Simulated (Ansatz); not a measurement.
# MgO: a scan of SCF settings, part 2 of 2

Aim: run MgO with the default SCF settings, then change one group of settings at a time and see what moves: the number of iterations, the state or the numbers. We look at MgO: the deposited crystal structure (space group Fm-3m), with 2 atoms per cell. Source: COD entry 4001314, which need not be the ambient phase.

Ansatz 0.2.0; DFT PBE, PAW, plane waves, scalar-relativistic. Earlier steps stand in the parts before.

## (7) Fermi–Dirac smearing, width 2.0 eV

Input file input.yaml:

```yaml
crystal:
  lattice:
    - [0.0, 2.10521, 2.10521]
    - [2.10521, 0.0, 2.10521]
    - [2.10521, 2.10521, 0.0]
  atoms:
    - { symbol: Mg, position: [0.0, 0.0, 0.0] }
    - { symbol: O, position: [0.5, 0.5, 0.5] }
hamiltonian:
  xc: pbe
  pseudopotentials: { kind: paw }
basis:
  ecutwfc: 420
kpoints:
  mp_grid: { grid: [8, 8, 8] }
scf:
  occupations: { method: fermi_dirac, width: 2.0 }
  lower_state_search: "off"
  max_iter: 50
output:
  forces: true
  stress: true
```

The run is started by

```bash
$ ansatz run input.yaml --threads 2 --pin off --max-ram 5120MiB --backend cpu --events-out ev --progress --plain --runs-dir out
```

Log, shortened:

```text
band count auto-derived: 20 (N_el = 16.0; filled up to band 8; 12 by the electrons, moments and atoms)
[... 11 lines as in an earlier run ...]
Bands: 20, of which v1, the nominal top of the filled ones, is band 8 counted from 1 (7 counted from 0)
[... 11 lines as in an earlier run ...]
SCF iter   1: F=—  HF=-2495.278222 eV  |F-HF|=—  |Δ(HF+E_count)|=         —  Δρ=2.06e-2  dr2=9.33e-2  ethr=1.77e-3  ⟨swp⟩=4.4  Hψ=2580  notcnv=0
[...]
SCF iter   6: F=-2495.261850 eV  HF=-2495.261850 eV  |F-HF|=5.20e-10  |Δ(HF+E_count)|=   5.43e-7  Δρ=1.52e-5  dr2=3.31e-8  ethr=6.25e-10  ⟨swp⟩=3.2  Hψ=1779  notcnv=0
[...]
SCF converged after 6 iterations
Free energy (F): -2495.261850 eV
[...]
E sigma→0 (E₀):  -2493.242065 eV
Entropy (-TS):   -4.039570 eV (-2019.785 meV/atom)
Fermi energy:    12.303745 eV
[...]
--- Forces (eV/Å), atoms counted from 1 ---
  atom   1  Mg    -0.00000000    -0.00000000    -0.00000000
  atom   2  O      0.00000000     0.00000000     0.00000000
[...]
--- Stress (GPa, compression-positive) ---
       27.331116      -0.000000      -0.000000
       -0.000000      27.331116      -0.000000
       -0.000000       0.000000      27.331116
  P = ⅓ Tr σ = 27.3311 GPa (273.311 kbar)
```

It took 0.52 s on 2 threads of Arm Neoverse V1, shared host; peak memory 0.25 GiB.

The count stays at 6. Against the default run: free energy shifted by -566 meV/atom, zero-width estimate shifted by +444 meV/atom, so these numbers say nothing of the material, pressure 27.3 GPa against 4.9.

## (8) Fermi–Dirac width 0.003 eV, no switch to direct minimisation

Edit input.yaml of step 7 so:

```diff
@@ -16,5 +16,7 @@
 scf:
-  occupations: { method: fermi_dirac, width: 2.0 }
+  occupations: { method: fermi_dirac, width: 0.003 }
   lower_state_search: "off"
+  algorithm: density_mixing
   max_iter: 50
+  mixing: {}
 output:
```

The run is started by

```bash
$ ansatz run input.yaml --threads 2 --pin off --max-ram 5120MiB --backend cpu --events-out ev --progress --plain --runs-dir out
```

Log, shortened:

```text
[... 23 lines as in an earlier run ...]
SCF iter   1: F=—  HF=-2494.129424 eV  |F-HF|=—  |Δ(HF+E_count)|=         —  Δρ=5.93e-4  dr2=9.99e-6  ethr=1.77e-3  ⟨swp⟩=6.0  Hψ=2063  notcnv=0
[...]
SCF iter   6: F=-2494.130198 eV  HF=-2494.130198 eV  |F-HF|=3.96e-9  |Δ(HF+E_count)|=   1.01e-8  Δρ=5.65e-6  dr2=3.40e-9  ethr=1.27e-10  ⟨swp⟩=1.7  Hψ=1105  notcnv=0
[...]
SCF converged after 6 iterations
Free energy (F): -2494.130198 eV
[...]
E sigma→0 (E₀):  -2494.130198 eV
Fermi energy:    10.528343 eV
[...]
--- Forces (eV/Å), atoms counted from 1 ---
  atom   1  Mg    -0.00000000     0.00000000     0.00000000
  atom   2  O      0.00000000    -0.00000000    -0.00000000
[...]
--- Stress (GPa, compression-positive) ---
        4.873743      -0.000000       0.000000
       -0.000000       4.873743       0.000000
        0.000000      -0.000000       4.873743
  P = ⅓ Tr σ = 4.8737 GPa (48.737 kbar)
```

It took 0.46 s on 2 threads of Arm Neoverse V1, shared host; peak memory 0.24 GiB.

6 iterations, as in the default run; free energy unchanged, zero-width estimate unchanged.

## (9) Anderson, β 0.02, history 4, no preconditioner

Edit input.yaml of step 8 so:

```diff
@@ -16,3 +16,3 @@
 scf:
-  occupations: { method: fermi_dirac, width: 0.003 }
+  occupations: { method: fermi_dirac, width: 0.03 }
   lower_state_search: "off"
@@ -20,3 +20,3 @@
   max_iter: 50
-  mixing: {}
+  mixing: { algorithm: anderson, ndim: 4, beta: 0.02, preconditioner: none }
 output:
```

The run is started by

```bash
$ ansatz run input.yaml --threads 2 --pin off --max-ram 5120MiB --backend cpu --events-out ev --progress --plain --runs-dir out
```

Log, shortened:

```text
[... 23 lines as in an earlier run ...]
SCF iter   1: F=—  HF=-2494.129710 eV  |F-HF|=—  |Δ(HF+E_count)|=         —  Δρ=5.79e-4  dr2=7.93e-6  ethr=1.77e-3  ⟨swp⟩=5.9  Hψ=2024  notcnv=0
[...]
SCF iter   6: F=-2494.130198 eV  HF=-2494.130198 eV  |F-HF|=1.13e-8  |Δ(HF+E_count)|=   1.79e-6  Δρ=1.22e-5  dr2=1.35e-8  ethr=6.25e-10  ⟨swp⟩=3.0  Hψ=1330  notcnv=0
[...]
SCF converged after 6 iterations
[... 1 line as in an earlier run ...]
Free energy (F): -2494.130198 eV
[...]
E sigma→0 (E₀):  -2494.130198 eV
Fermi energy:    10.545824 eV
[... 24 lines left out: energy terms, forces, stress ...]
```

Run time: 0.43 s. Hardware: 2 threads of Arm Neoverse V1, shared host; peak memory 0.24 GiB.

6 iterations, as in the default run; the same free energy.

## (10) Density-residual threshold 1e-3 eV

Edit input.yaml of step 9 so:

```diff
@@ -18,5 +18,3 @@
   lower_state_search: "off"
-  algorithm: density_mixing
-  max_iter: 50
-  mixing: { algorithm: anderson, ndim: 4, beta: 0.02, preconditioner: none }
+  convergence: { dr2_threshold: "1e-3 eV" }
 output:
```

The run is started by

```bash
$ ansatz run input.yaml --threads 2 --pin off --max-ram 5120MiB --backend cpu --events-out ev --progress --plain --runs-dir out
```

Log, shortened:

```text
Warning: scf.convergence.dr2_threshold = 1e-3 eV is looser than this run's default, which is 1e-7 eV or tighter. The error in the forces grows as the threshold's square root, so leave the key out unless less accurate forces are enough
Warning: output.stress: scf.convergence.dr2_threshold = 1e-3 eV is looser than the 2e-10 eV advised for a printed stress (1e-10 eV for each atom of the cell: 2). What an SCF threshold leaves in a stress goes as its square root, and in the free energy as the threshold itself, and one [...]
[... 23 lines as in an earlier run ...]
SCF iter   1: F=—  HF=-2494.129708 eV  |F-HF|=—  |Δ(HF+E_count)|=         —  Δρ=5.79e-4  dr2=7.91e-6  ethr=1.77e-3  ⟨swp⟩=5.9  Hψ=2024  notcnv=0
[...]
SCF iter   6: F=-2494.130198 eV  HF=-2494.130198 eV  |F-HF|=2.49e-9  |Δ(HF+E_count)|=   7.83e-9  Δρ=4.53e-6  dr2=2.07e-9  ethr=8.80e-11  ⟨swp⟩=1.0  Hψ=1093  notcnv=0
[...]
SCF converged after 6 iterations
Free energy (F): -2494.130198 eV
[...]
E sigma→0 (E₀):  -2494.130198 eV
Fermi energy:    10.545710 eV
[...]
--- Forces (eV/Å), atoms counted from 1 ---
  atom   1  Mg    -0.00000000     0.00000000     0.00000000
  atom   2  O      0.00000000    -0.00000000     0.00000000
[...]
--- Stress (GPa, compression-positive) ---
        4.873832      -0.000000       0.000000
        0.000000       4.873832      -0.000000
        0.000000      -0.000000       4.873832
  P = ⅓ Tr σ = 4.8738 GPa (48.738 kbar)
```

It took 0.45 s on 2 threads of Arm Neoverse V1, shared host; peak memory 0.24 GiB.

6 iterations, as in the default run; the same free energy, the program's other tests kept it going past the loose threshold.

This setting is poor on purpose, so its numbers aren't to be taken as properties of the material.

## (11) Anderson, β 0.2, history 2, no preconditioner

Edit input.yaml of step 10 so:

```diff
@@ -18,3 +18,5 @@
   lower_state_search: "off"
-  convergence: { dr2_threshold: "1e-3 eV" }
+  algorithm: density_mixing
+  max_iter: 50
+  mixing: { algorithm: anderson, ndim: 2, beta: 0.2, preconditioner: none }
 output:
```

The run is started by

```bash
$ ansatz run input.yaml --threads 2 --pin off --max-ram 5120MiB --backend cpu --events-out ev --progress --plain --runs-dir out
```

Log, shortened:

```text
[... 23 lines as in an earlier run ...]
SCF iter   1: F=—  HF=-2494.129710 eV  |F-HF|=—  |Δ(HF+E_count)|=         —  Δρ=5.79e-4  dr2=7.93e-6  ethr=1.77e-3  ⟨swp⟩=5.9  Hψ=2024  notcnv=0
[...]
SCF iter   6: F=-2494.130198 eV  HF=-2494.130198 eV  |F-HF|=5.06e-8  |Δ(HF+E_count)|=   1.22e-5  Δρ=1.84e-5  dr2=1.90e-8  ethr=6.25e-10  ⟨swp⟩=3.0  Hψ=1337  notcnv=0
[...]
SCF converged after 6 iterations
[... 1 line as in an earlier run ...]
Free energy (F): -2494.130198 eV
[...]
E sigma→0 (E₀):  -2494.130198 eV
Fermi energy:    10.545670 eV
[... 24 lines left out: energy terms, forces, stress ...]
```

Run time: 0.43 s. Hardware: 2 threads of Arm Neoverse V1, shared host; peak memory 0.24 GiB.

The count stays at 6. Against the default run: the same free energy.

## (12) Comparison

| step | settings | iterations | time | against the default run |
| --- | --- | --- | --- | --- |
| 2 | default SCF settings | 6 | 0.44 s | reference |
| 3 | Broyden, β 0.1, history 8, no preconditioner | 6 | 0.42 s | the same free energy |
| 4 | MSR1 mixing, preconditioner Resta | 6 | 0.44 s | the same free energy |
| 5 | Anderson, β 0.5, history 2, no preconditioner | 5 | 0.44 s | the same free energy |
| 6 | cutoff 700 eV | 6 | 0.66 s | free energy shifted by -3.2 meV/atom |
| 7 | Fermi–Dirac smearing, width 2.0 eV | 6 | 0.52 s | free energy shifted by -566 meV/atom, zero-width estimate shifted by +444 meV/atom, so these numbers say nothing of the material, pressure 27.3 GPa against 4.9 |
| 8 | Fermi–Dirac width 0.003 eV, no switch to direct minimisation | 6 | 0.46 s | free energy unchanged, zero-width estimate unchanged |
| 9 | Anderson, β 0.02, history 4, no preconditioner | 6 | 0.43 s | the same free energy |
| 10 | density-residual threshold 1e-3 eV | 6 | 0.45 s | the same free energy, the program's other tests kept it going past the loose threshold |
| 11 | Anderson, β 0.2, history 2, no preconditioner | 6 | 0.43 s | the same free energy |

Decimal logarithm of the largest residual (eV) by iteration, counted through all cycles of a run (8 of the 10 runs):

| iteration | step 2 | step 3 | step 4 | step 5 | step 6 | step 7 | step 8 | step 9 |
| --- | --- | --- | --- | --- | --- | --- | --- | --- |
| 1 | -5.1 | -5.1 | -5.1 | -5.1 | -4.7 | -1.0 | -5.0 | -5.1 |
| 2 | -4.9 | -4.9 | -4.8 | -4.8 | -4.9 | -1.3 | -4.8 | -5.0 |
| 3 | -5.4 | -5.0 | -5.5 | -5.2 | -5.4 | -2.3 | -5.3 | -5.0 |
| 4 | -6.8 | -5.7 | -6.9 | -6.6 | -6.9 | -5.3 | -6.7 | -5.6 |
| 5 | -7.9 | -6.8 | -7.0 | -7.6 | -7.7 | -5.6 | -7.7 | -5.2 |
| 6 | -8.7 | -7.4 | -9.2 | - | -8.4 | -7.5 | -8.5 | -7.9 |

## (13) What came out

This closing draws on all 2 parts.

| quantity | value |
| --- | --- |
| default run | 6 iterations, with a gap of 4.75 eV on the k-mesh |
| fewest iterations to that state among the runs shown | 5 (Anderson, β 0.5, history 2, no preconditioner) |
| most iterations to it | 6 (Anderson, β 0.2, history 2, no preconditioner) |
| runs that end in another state, among changes of path alone | 0 |
| largest shift of the free energy by occupations, cutoff, mesh or field | -566 meV/atom (Fermi–Dirac smearing, width 2.0 eV) |

What this shows: The default and the runs that change only the path, 6 in all, end in one state, in 5 to 6 iterations. Occupations, cutoff, mesh and fields change the problem that is solved, not just the path; the largest shift here is that of “Fermi–Dirac smearing, width 2.0 eV”. Other settings tried on this cell gave no result: linear mixing, β 0.7, no preconditioner (not converged after 50 iterations, diverges). Counts include iterations that the program adds to test a close, so a difference of one or two ranks nothing. The starting density is a sum of atomic densities corrected by a trained network, so it is already close to self-consistency.
